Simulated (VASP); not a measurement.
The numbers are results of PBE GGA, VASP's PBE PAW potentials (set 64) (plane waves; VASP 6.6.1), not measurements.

A VASP calculation is set up with these files.

KPOINTS:
```
K-points
0
Gamma
  4 4 4
```

### POSCAR
```
CoSb3
1.0
 -4.5265950000   4.5265950000   4.5265950000
  4.5265950000  -4.5265950000   4.5265950000
  4.5265950000   4.5265950000  -4.5265950000
Co Sb
4 12
Cartesian
  2.2632975000   2.2632975000  -2.2632975000
  2.2632975000   2.2632975000   2.2632975000
  2.2632975000  -2.2632975000   2.2632975000
 -2.2632975000   2.2632975000   2.2632975000
 -1.5041875185   4.5265950000   3.0894916194
  6.0307825185   0.0000000000   1.4371033806
  1.5041875185   4.5265950000   3.0894916194
  3.0224074815  -0.0000000000   1.4371033806
  3.0894916194  -1.5041875185   4.5265950000
  1.4371033806   6.0307825185  -0.0000000000
  3.0894916194   1.5041875185   4.5265950000
  1.4371033806   3.0224074815   0.0000000000
  4.5265950000   3.0894916194  -1.5041875185
  0.0000000000   1.4371033806   6.0307825185
  4.5265950000   3.0894916194   1.5041875185
  0.0000000000   1.4371033806   3.0224074815
```

### INCAR
```
SYSTEM = CoSb3
PREC = Accurate
ENCUT = 300
EDIFF = 1E-6
NELM = 100
ALGO = Normal
LREAL = Auto
LASPH = .TRUE.
ISMEAR = -1
SIGMA = 0.3
GGA = PE
LMAXMIX = 4
LWAVE = .FALSE.
LCHARG = .FALSE.
ISIF = 2
```

POTCAR, in this order: Co Sb (PBE.64 set). Program: vasp_std.

Output

OSZICAR:
```
       N       E                     dE             d eps       ncg     rms          rms(c)
DAV:   1     0.476628968220E+03    0.47663E+03   -0.25179E+04   920   0.950E+02
DAV:   2    -0.299136040384E+02   -0.50654E+03   -0.49248E+03   944   0.269E+02
DAV:   3    -0.822262387625E+02   -0.52313E+02   -0.49736E+02  1152   0.924E+01
DAV:   4    -0.846890759477E+02   -0.24628E+01   -0.24212E+01  1088   0.208E+01
DAV:   5    -0.848015280623E+02   -0.11245E+00   -0.11191E+00  1230   0.445E+00    0.201E+01
DAV:   6    -0.984086692835E+02   -0.13607E+02   -0.12104E+02  1268   0.102E+02    0.344E+01
DAV:   7    -0.811699751597E+02    0.17239E+02   -0.59400E+01  1260   0.875E+01    0.111E+01
DAV:   8    -0.817905627833E+02   -0.62059E+00   -0.97156E+00  1181   0.122E+01    0.668E+00
DAV:   9    -0.813917195430E+02    0.39884E+00   -0.16955E+00  1267   0.116E+01    0.188E+00
DAV:  10    -0.813985541720E+02   -0.68346E-02   -0.69706E-02  1056   0.140E+00    0.129E+00
DAV:  11    -0.813979747507E+02    0.57942E-03   -0.11803E-02  1019   0.375E-01    0.438E-01
DAV:  12    -0.813981456037E+02   -0.17085E-03   -0.38464E-03  1276   0.508E-01    0.164E-01
DAV:  13    -0.813985045327E+02   -0.35893E-03   -0.10145E-03  1012   0.191E-01    0.852E-02
DAV:  14    -0.813985372161E+02   -0.32683E-04   -0.40591E-04  1205   0.155E-01    0.282E-02
DAV:  15    -0.813985634359E+02   -0.26220E-04   -0.93133E-05   963   0.286E-02    0.274E-02
DAV:  16    -0.813985666287E+02   -0.31928E-05   -0.18144E-05   974   0.745E-03    0.160E-02
DAV:  17    -0.813985693853E+02   -0.27566E-05   -0.11727E-05   634   0.423E-03    0.588E-03
DAV:  18    -0.813985701981E+02   -0.81287E-06   -0.88329E-06   564   0.914E-03
   1 F= -.81398570E+02 E0= -.80421111E+02  d E =-.195492E+01
```

OUTCAR:
```
------------------------ aborting loop because EDIFF is reached ----------------------------------------
  FORCE on cell =-STRESS in cart. coord.  units (eV):
  Direction    XX          YY          ZZ          XY          YZ          ZX
  --------------------------------------------------------------------------------------
  Total        6.2493861      6.2493861      6.2493861     -0.0000000     -0.0000000      0.0000000
  in kB       26.9881446     26.9881446     26.9881446     -0.0000000     -0.0000000      0.0000000
  external PRESSURE =      26.9881446 kB  Pullay stress =       0.0000000 kB
  volume of cell :      371.00
      direct lattice vectors                 reciprocal lattice vectors
    -4.526595000  4.526595000  4.526595000     0.000000000  0.110458303  0.110458303
     4.526595000 -4.526595000  4.526595000     0.110458303  0.000000000  0.110458303
     4.526595000  4.526595000 -4.526595000     0.110458303  0.110458303  0.000000000
 POSITION                                       TOTAL-FORCE (eV/Angst)
 -----------------------------------------------------------------------------------
      2.26330      2.26330     -2.26330         0.000000     -0.000000     -0.000000
      2.26330      2.26330      2.26330         0.000000     -0.000000     -0.000000
      2.26330     -2.26330      2.26330         0.000000     -0.000000     -0.000000
     -2.26330      2.26330      2.26330         0.000000     -0.000000     -0.000000
     -1.50419      4.52660      3.08949        -0.071500     -0.000000     -0.127762
      6.03078      0.00000      1.43710         0.071500     -0.000000      0.127762
      1.50419      4.52660      3.08949         0.071500     -0.000000     -0.127762
      3.02241      0.00000      1.43710        -0.071500     -0.000000      0.127762
      3.08949     -1.50419      4.52660        -0.127762     -0.071500     -0.000000
      1.43710      6.03078      0.00000         0.127762      0.071500      0.000000
      3.08949      1.50419      4.52660        -0.127762      0.071500     -0.000000
      1.43710      3.02241      0.00000         0.127762     -0.071500     -0.000000
      4.52660      3.08949     -1.50419         0.000000     -0.127762     -0.071500
      0.00000      1.43710      6.03078         0.000000      0.127762      0.071500
      4.52660      3.08949      1.50419         0.000000     -0.127762      0.071500
      0.00000      1.43710      3.02241         0.000000      0.127762     -0.071500
 -----------------------------------------------------------------------------------
    total drift:                                0.000000      0.000000     -0.000000
  FREE ENERGIE OF THE ION-ELECTRON SYSTEM (eV)
  ---------------------------------------------------
  free  energy   TOTEN  =       -81.3985701981 eV

  energy  without entropy=      -79.4436516921  energy(sigma->0) =      -80.42111095
```
(Selected blocks of OUTCAR.)

File OUTCAR:
```
 val. band max:        8.2880384341   @ k =   0.0000   0.0000   0.0000

 cond. band min:       8.4774844222   @ k =   0.0000   0.0000   0.0000


 Fermi energy:         8.3293638380

 k-point     1 :       0.0000    0.0000    0.0000
  band No.  band energies     occupation
      1      -4.3836      2.00000
      2      -1.9030      2.00000
      3      -1.9030      2.00000
      4      -1.3881      2.00000
      5      -1.3881      2.00000
      6      -1.3881      2.00000
      7      -1.1012      2.00000
      8      -1.1012      2.00000
      9      -1.1012      2.00000
     10      -0.4897      2.00000
     11      -0.4897      2.00000
     12      -0.4897      2.00000
     13       3.1820      2.00000
     14       3.4446      2.00000
     15       3.4446      2.00000
     16       4.4465      2.00000
     17       4.4466      2.00000
     18       4.4466      2.00000
     19       4.5685      1.99999
     20       4.5685      1.99999
     21       4.5685      1.99999
     22       4.9036      1.99998
     23       5.4808      1.99985
     24       5.4808      1.99985
     25       5.4808      1.99985
     26       6.3691      1.99710
     27       6.3691      1.99710
     28       6.4038      1.99674
     29       6.4038      1.99674
     30       6.4038      1.99674
     31       6.4755      1.99587
     32       6.4755      1.99587
     33       6.4755      1.99587
     34       6.5958      1.99383
     35       6.5958      1.99383
     36       6.5958      1.99383
     37       6.8553      1.98541
     38       6.8553      1.98541
     39       6.8553      1.98541
     40       6.9290      1.98139
     41       6.9290      1.98139
     42       6.9290      1.98139
     43       6.9941      1.97694
     44       6.9941      1.97694
     45       7.5112      1.87724
     46       7.5112      1.87724
     47       7.5831      1.84653
     48       8.2880      1.06877
     49       8.4775      0.75803
     50       8.4775      0.75803
     51       8.4775      0.75803
...
```

At this cut-off the stress carries a Pulay error, which pulls relaxed volumes low. Unless said otherwise, spin-orbit coupling is left out, though it shifts the bands of the heavy elements here.

The structure comes from a computed database's CoSb3 entry; how it stands against other phases isn't given here. The cell was not relaxed at this level. The run is one of a series of settings (SIGMA = 0.3 against the base run), some of them coarse on purpose. The run is not spin-polarised, so no magnetic state was tried.
